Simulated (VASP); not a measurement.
A run of VASP 6.6.1 is set up as follows.

File INCAR:

```
SYSTEM = TiH2
  PREC = Accurate
  ENCUT = 520
  EDIFF = 1E-6
  ISMEAR = 0
  SIGMA = 0.15
  LREAL = .False.
  LASPH = .True.
  NELM = 100
  ALGO = Fast
  ISIF = 2
  LWAVE = .False.
  LCHARG = .True.
  GGA = PS
  LELF = .True.
  LVHAR = .True.
  NBANDS = 14
```

File KPOINTS:

```
regular mesh
0
Gamma
  18 18 18
  0 0 0
```

File POSCAR:

```
TiH2
1.0
    0.0000000000      2.2158000000      1.9942200000
    2.2158000000      0.0000000000      1.9942200000
    2.2158000000      2.2158000000      0.0000000000
Ti H
1 2
Direct
    0.0000000000      0.0000000000      0.0000000000
    0.2500000000      0.2500000000      0.2500000000
    0.7500000000      0.7500000000      0.7500000000
```

Potentials or basis: VASP PAW PBE potentials, release 64 (Ti_sv, H).

Launch:

```sh
$ cat potpaw_PBE.64/Ti_sv/POTCAR potpaw_PBE.64/H/POTCAR > POTCAR
$ mpirun -np 1 vasp_std > vasp.out
```

(1) Estimate the band gap on the k mesh.

(2) Estimate the pressure.

Results:

(1) none (metal or under the smearing width).

(2) 10.7 GPa.

Caveat: the PAW data sets were made with another functional, which shifts forces and pressure a little.
